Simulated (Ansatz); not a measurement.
# SrO: a sublattice displacement scan

The task, for SrO: map the energy as every Sr atom is pushed off its site.

Program: Ansatz 0.2.0. Level of theory: DFT PBE, scalar-relativistic, plane waves, PAW. These are calculated values, not measurements.

**1. The starting structure**

Symmetry: Fm-3m, No. 225, cubic system. Conventional cell: a = 5.140 Å, b = 5.140 Å, c = 5.140 Å, α = 90.00°, β = 90.00°, γ = 90.00°. Sr (site symmetry m-3m) has 6 O at 2.57 Å in its first shell of neighbours. O (site symmetry m-3m) is surrounded by 6 Sr at 2.57 Å.

As a file:

```
CELL_PARAMETERS angstrom
0.00000 2.56980 2.56980
2.56980 0.00000 2.56980
2.56980 2.56980 0.00000
ATOMIC_POSITIONS crystal
Sr 0.00000 0.00000 0.00000
O 0.50000 0.50000 0.50000
```

No relaxation comes first: the listed cell is the starting point.

**2. The reference: the undisturbed cell on the scan's mesh**

Contents of input.yaml:

```yaml
crystal:
  lattice:
    - [0.0, 2.5698, 2.5698]
    - [2.5698, 0.0, 2.5698]
    - [2.5698, 2.5698, 0.0]
  atoms:
    - { symbol: Sr, position: [0.0, 0.0, 0.0] }
    - { symbol: O, position: [0.5, 0.5, 0.5] }
basis:
  ecutwfc: 420
kpoints:
  mp_grid: { grid: [8, 8, 8] }
hamiltonian:
  xc: pbe
scf:
  occupations: { method: gaussian, width: 0.05 }
output:
  forces: true
  stress: true
  eigenvalues: true
```

Command:

```console
$ ansatz run input.yaml --threads 1 --pin off --max-ram 2560MiB --backend cpu --events-out ev --progress --plain --runs-dir out
```

**3. Setting up a sublattice displacement scan**

Every Sr atom is moved by x along the Cartesian unit vector (0.577, 0.577, 0.577); the cell and all other atoms stay fixed. Forces below are components along that vector, summed over the moved atoms.

**4. Point x = -0.500 Å**

input.yaml: that of step 2 with these lines changed.

```diff
@@ -6,3 +6,3 @@
   atoms:
-    - { symbol: Sr, position: [0.0, 0.0, 0.0] }
+    - { symbol: Sr, position: [-0.0561668485, -0.0561668485, -0.0561668485] }
     - { symbol: O, position: [0.5, 0.5, 0.5] }
```

**5. Point x = 0.375 Å**

input.yaml: that of step 4 with these lines changed.

```diff
@@ -6,3 +6,3 @@
   atoms:
-    - { symbol: Sr, position: [-0.0561668485, -0.0561668485, -0.0561668485] }
+    - { symbol: Sr, position: [0.0421251364, 0.0421251364, 0.0421251364] }
     - { symbol: O, position: [0.5, 0.5, 0.5] }
```

**6. At x = -0.250 Å**

input.yaml: that of step 5 with these lines changed.

```diff
@@ -6,3 +6,3 @@
   atoms:
-    - { symbol: Sr, position: [0.0421251364, 0.0421251364, 0.0421251364] }
+    - { symbol: Sr, position: [-0.0280834243, -0.0280834243, -0.0280834243] }
     - { symbol: O, position: [0.5, 0.5, 0.5] }
```

**7. At x = 0.125 Å**

input.yaml: that of step 6 with these lines changed.

```diff
@@ -6,3 +6,3 @@
   atoms:
-    - { symbol: Sr, position: [-0.0280834243, -0.0280834243, -0.0280834243] }
+    - { symbol: Sr, position: [0.0140417121, 0.0140417121, 0.0140417121] }
     - { symbol: O, position: [0.5, 0.5, 0.5] }
```

**8. At x = 0.438 Å**

input.yaml: that of step 7 with these lines changed.

```diff
@@ -6,3 +6,3 @@
   atoms:
-    - { symbol: Sr, position: [0.0140417121, 0.0140417121, 0.0140417121] }
+    - { symbol: Sr, position: [0.0491459924, 0.0491459924, 0.0491459924] }
     - { symbol: O, position: [0.5, 0.5, 0.5] }
```

**9. Point x = 0.312 Å**

input.yaml: that of step 8 with these lines changed.

```diff
@@ -6,3 +6,3 @@
   atoms:
-    - { symbol: Sr, position: [0.0491459924, 0.0491459924, 0.0491459924] }
+    - { symbol: Sr, position: [0.0351042803, 0.0351042803, 0.0351042803] }
     - { symbol: O, position: [0.5, 0.5, 0.5] }
```

**10. x = 0.188 Å**

input.yaml: that of step 9 with these lines changed.

```diff
@@ -6,3 +6,3 @@
   atoms:
-    - { symbol: Sr, position: [0.0351042803, 0.0351042803, 0.0351042803] }
+    - { symbol: Sr, position: [0.0210625682, 0.0210625682, 0.0210625682] }
     - { symbol: O, position: [0.5, 0.5, 0.5] }
```

**11. x = 0.062 Å**

input.yaml: that of step 10 with these lines changed.

```diff
@@ -6,3 +6,3 @@
   atoms:
-    - { symbol: Sr, position: [0.0210625682, 0.0210625682, 0.0210625682] }
+    - { symbol: Sr, position: [0.0070208561, 0.0070208561, 0.0070208561] }
     - { symbol: O, position: [0.5, 0.5, 0.5] }
@@ -20 +20,5 @@
   eigenvalues: true
+  write_density: true
+  write_potential: true
+  elf: true
+  volumetric_format: npy
```

(Steps that only read results are left out.)

Before running it: what results should come out?

**Answer**, as computed:

```
                                                        quantity       value
force constant along x, from the points at -0.250, 0 and 0.062 Å  2.21 eV/Å²
```

In words: The restoring force grows by 2.21 eV/Å per Å near the site. The step of 0.25 Å is wide, so anharmonic terms mix in. The undisturbed cell stays the lowest of the sampled points. The gap on the mesh stays between 3.31 and 4.07 eV.
